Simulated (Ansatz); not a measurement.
KCl, DFT, PBEsol, PAW with Ansatz's default frozen-core files, scalar-relativistic (Ansatz 0.2.0), run on 1 thread of Intel(R) Xeon(R) Platinum 8375C CPU @ 2.90GHz (Ice Lake) on a shared host.

The cell is COD entry 1000050, as deposited and not checked against the literature; nothing was relaxed.

Command: `ansatz run input.yaml --threads 1 --pin off --max-ram 3072MiB --backend cpu --events-out ev --progress --plain --runs-dir out`

```yaml
crystal:
  lattice:
    - [3.634, 0.0, 0.0]
    - [0.0, 3.634, 0.0]
    - [0.0, 0.0, 3.634]
  atoms:
    - { symbol: K, position: [0.0, 0.0, 0.0] }
    - { symbol: Cl, position: [0.5, 0.5, 0.5] }
kpoints:
  mp_grid: { grid: [7, 7, 7] }
  band_path:
    path:
      - [0.0, 0.0, 0.0]
      - [0.0, 0.5, 0.0]
      - [0.5, 0.5, 0.0]
      - [0.0, 0.0, 0.0]
      - [0.5, 0.5, 0.5]
      - [0.0, 0.5, 0.0]
      - [0.5, 0.5, 0.5]
      - [0.5, 0.5, 0.0]
    npoints: 14
scf:
  occupations: { method: fermi_dirac, width: 0.01 }
hamiltonian:
  xc: pbesol
  pseudopotentials: { kind: paw }
output:
  forces: true
  stress: true
  eigenvalues: true
  efg: { contact_densities: true }
  populations: true
  bader: true
  dos: { projected: true, de: 0.2, e_range: [-14, 8] }
  write_density: true
  write_potential: true
  elf: true
  volumetric_format: npy
```

**Question.** How large is the problem that the program sets up?

**Answer.** 20 irreducible k-points, 925 plane waves at Γ, 12 bands.

**Question.** Estimate the wall time and the peak memory.

**Answer.** 8.8 s of wall time for 6 SCF iterations, with a peak of 0.37 GiB. Times on shared machines scatter by tens of per cent.

**Question.** And the same cell and mesh by full-potential LAPW, asked for forces, stress, eigenvalues, populations, dos and the same band path, on the same hardware?

**Answer.** 5 s, peak memory 0.26 GiB.

**Question.** And the same cell and mesh by all-electron PAW (datasets made for this crystal), asked for forces, stress, eigenvalues, efg and the same band path, on the same hardware?

**Answer.** 6.1 s, peak memory 0.38 GiB.
